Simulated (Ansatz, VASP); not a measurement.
## Two plane-wave programs on Hf

```
Hf
1.0
    -1.75085    1.75085    1.85915
     1.75085   -1.75085    1.85915
     1.75085    1.75085   -1.85915
Hf
1
Direct
  0.00000 0.00000 0.00000
```

Change from the starting cell: strain -0.030 along x and y, +0.030 along z, atoms carried along.

Alike in both runs: task single point; functional PBEsol; k mesh 18 × 18 × 18; occupations gaussian, width 0.15 eV; no spin polarisation.

|  | VASP | Ansatz |
| --- | --- | --- |
| version | VASP 6.6.1 | Ansatz 0.2.0 |
| potentials or method | VASP PAW PBE potentials, release 64 (Hf_pv) | scalar-relativistic, plane waves, PAW |
| plane-wave cutoff (eV) | 520 | 420 |
| valence electrons in the cell | 10 | 26 |

|  | VASP | Ansatz | Ansatz less VASP |
| --- | --- | --- | --- |
| gap on the k mesh at the Fermi level (eV) | none | none | - |
| pressure (GPa) | -6.7 | -6.4 | +0.30 |
| largest component of the traceless stress (GPa) | 1.54 | 1.49 | -0.056 |

A gap of «none» marks a metal or a gap that the smearing closes. The two sets of potentials don't hold the same shells in valence.

Caveats: the PAW data sets were made with another functional, which shifts forces and pressure a little (VASP). The runs have no spin-orbit coupling, so splittings on Hf are missing.
